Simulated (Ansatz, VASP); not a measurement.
**One calculation of SrO, two programs**

```
CELL_PARAMETERS angstrom
0.00000 2.52834 2.65476
2.52834 0.00000 2.65476
2.52834 2.52834 0.00000
ATOMIC_POSITIONS crystal
Sr 0.00000 0.00000 0.00000
O 0.50000 0.50000 0.50000
```

Alike in both runs: task single point; functional PBE; k mesh 8 × 8 × 8; occupations gaussian, width 0.05 eV; no spin polarisation.

```csv
,VASP,Ansatz
version,VASP 6.6.1,Ansatz 0.2.0
potentials or method,"VASP PAW PBE potentials, release 64 (Sr_sv, O)","scalar-relativistic, plane waves, PAW"
plane-wave cutoff (eV),520,420
valence electrons in the cell,16,16
```

|  | VASP | Ansatz | Ansatz less VASP |
| --- | --- | --- | --- |
| gap on the k mesh at the Fermi level (eV) | 3.16 | 3.21 | +0.050 |
| least direct gap on the mesh (eV) | 3.23 | 3.27 | +0.038 |
| pressure (GPa) | 4.0 | 3.4 | -0.61 |
| largest component of the traceless stress (GPa) | 4.36 | 4.13 | -0.225 |

A k mesh can miss the band edges.
